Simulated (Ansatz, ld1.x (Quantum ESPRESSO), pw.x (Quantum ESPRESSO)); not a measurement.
## Equation-of-state test of one TM potential (Sr)

strontium, norm-conserving Troullier–Martins (Kleinman–Bylander form), made with ld1.x (Quantum ESPRESSO) 7.5 (PBE, scalar-relativistic). Core [Kr], reference 4d0 5s1 5p1. Waves: 5s (bound): rc 3.75 bohr; 4d (bound, empty): rc 2.05 bohr; 5p (bound): rc 4.20 bohr. Local part: the p channel. Core correction: none.

Atomic tests: cutoffs needed: 6 Ry and 6 Ry (the cutoffs (Ry, on a coarse ladder) from which the occupation-weighted sum of valence levels, in a spherical-Bessel basis at the reference potential, stays within 10 and 1 mRy of its value at 400 Ry) The cutoffs count occupied waves only; the empty 4d level needs 18 Ry at the loose tolerance.; ghost test: no extra level below or beside the all-electron valence levels (s, d, p, f tested) (spherical-Bessel basis up to 400 Ry, 20 bohr box); largest excitation error: +652 meV (all-electron minus pseudo) for 4d1 5s0 5p0, out of 7 test configurations.

Crystal test: bcc Sr in pw.x 7.5, no spin, 10³ k-points, Fermi–Dirac smearing 0.01 Ry, cutoffs 35/140 Ry. The reference is all-electron LAPW (Ansatz 0.2.0) with the same functional, mesh and smearing; V0 and B0 come from Birch–Murnaghan fits to the pressures at five volumes. Errors are pseudo minus all-electron; Δ is the rms difference of the E(V) curves that follow from these fits, minima aligned, over ±6 % about the mean V0. Mesh and smearing are coarse, so the numbers serve the comparison and aren't converged zero-temperature values; the lattice is a test structure that the element need not adopt.

```json
{"V (Å³/atom)": "51.857", "P all-electron (GPa)": "0.64", "P pseudo (GPa)": "-0.09"}
{"V (Å³/atom)": "53.221", "P all-electron (GPa)": "0.31", "P pseudo (GPa)": "-0.35"}
{"V (Å³/atom)": "54.586", "P all-electron (GPa)": "0.01", "P pseudo (GPa)": "-0.59"}
{"V (Å³/atom)": "55.951", "P all-electron (GPa)": "-0.27", "P pseudo (GPa)": "-0.80"}
{"V (Å³/atom)": "57.315", "P all-electron (GPa)": "-0.51", "P pseudo (GPa)": "-1.00"}
```

All-electron: a0 = 4.780 Å (V0 = 54.61 Å³/atom), B0 = 11.4 GPa.

Pseudopotential: mean pressure error (GPa): -0.60. The pressure does not cross zero within the volumes sampled, so no fit is given. The largest radius (4.20 bohr) exceeds half the bond length (3.91 bohr), so the spheres overlap, which is one possible source of error among others. This is a poor potential for the solid. The logarithmic derivative shows an extra or strongly shifted pseudo pole above the reference energy (s near 1.29 Ry).

Task: At the middle volume, how do free energy and pressure move when the wave cutoff is lowered (ecutrho kept at four times it)?

Result:

```csv
cutoff (Ry),shift of F (meV/atom),shift of P (GPa)
16,+75.4,-0.37
21,+14.3,-0.15
28,+0.9,-0.02
```

Input at the middle volume:

```
&control
  calculation='scf', prefix='x', pseudo_dir='./', outdir='./tmp', tstress=.true., disk_io='low'
/
&system
  ibrav=0, nat=1, ntyp=1, ecutwfc=35, ecutrho=140, nbnd=8,
  occupations='smearing', smearing='fd', degauss=0.01
/
&electrons
  conv_thr=1e-09, mixing_beta=0.4, electron_maxstep=70
/
ATOMIC_SPECIES
Sr 1.0 Sr.UPF
CELL_PARAMETERS angstrom
  -2.38968373 2.38968373 2.38968373
  2.38968373 -2.38968373 2.38968373
  2.38968373 2.38968373 -2.38968373
ATOMIC_POSITIONS crystal
Sr 0.0000 0.0000 0.0000
K_POINTS automatic
10 10 10 0 0 0
```

```bash
pw.x < Sr.scf.in > Sr.scf.out
```

Lines of the output:

```
Message from routine setup:
     using ibrav=0 with symmetry is DISCOURAGED, use correct ibrav instead
     lattice parameter (alat)  =       7.8217  a.u.
     unit-cell volume          =     368.3646 (a.u.)^3
     number of electrons       =         2.00
     number of Kohn-Sham states=            8
     kinetic-energy cutoff     =      35.0000  Ry
     charge density cutoff     =     140.0000  Ry
     scf convergence threshold =      1.0E-09
     Exchange-correlation= PBE
     number of k points=    47  Fermi-Dirac smearing, width (Ry)=  0.0100
     iteration #  1     ecut=    35.00 Ry     beta= 0.40
     total energy              =      -1.33829374 Ry
     estimated scf accuracy    <       0.00097641 Ry
     iteration #  2     ecut=    35.00 Ry     beta= 0.40
     negative rho (up, down):  1.533E-05 0.000E+00
     total energy              =      -1.33878214 Ry
     estimated scf accuracy    <       0.00051357 Ry
     iteration #  3     ecut=    35.00 Ry     beta= 0.40
     total energy              =      -1.33895614 Ry
     estimated scf accuracy    <       0.00004723 Ry
     iteration #  4     ecut=    35.00 Ry     beta= 0.40
     total energy              =      -1.33896606 Ry
     estimated scf accuracy    <       0.00000132 Ry
     iteration #  5     ecut=    35.00 Ry     beta= 0.40
     total energy              =      -1.33897085 Ry
     estimated scf accuracy    <       0.00000052 Ry
     iteration #  6     ecut=    35.00 Ry     beta= 0.40
     total energy              =      -1.33897104 Ry
     estimated scf accuracy    <       0.00000009 Ry
     iteration #  7     ecut=    35.00 Ry     beta= 0.40
     the Fermi energy is     1.6420 ev
!    total energy              =      -1.33897114 Ry
     estimated scf accuracy    <          1.3E-10 Ry
     smearing contrib. (-TS)   =      -0.00613607 Ry
     The total energy is F=E-TS. E is the sum of the following terms:
     one-electron contribution =       0.93571190 Ry
     hartree contribution      =       0.00071000 Ry
     xc contribution           =      -0.65749600 Ry
     ewald contribution        =      -1.61176096 Ry
     convergence has been achieved in   7 iterations
          total   stress  (Ry/bohr**3)                   (kbar)     P=       -5.91
```

The run at the middle volume (47 k-points, 7 iterations) took about 4.3 s on one core of a shared host (Neoverse-V2, 96 threads, 377 GiB, load 44).
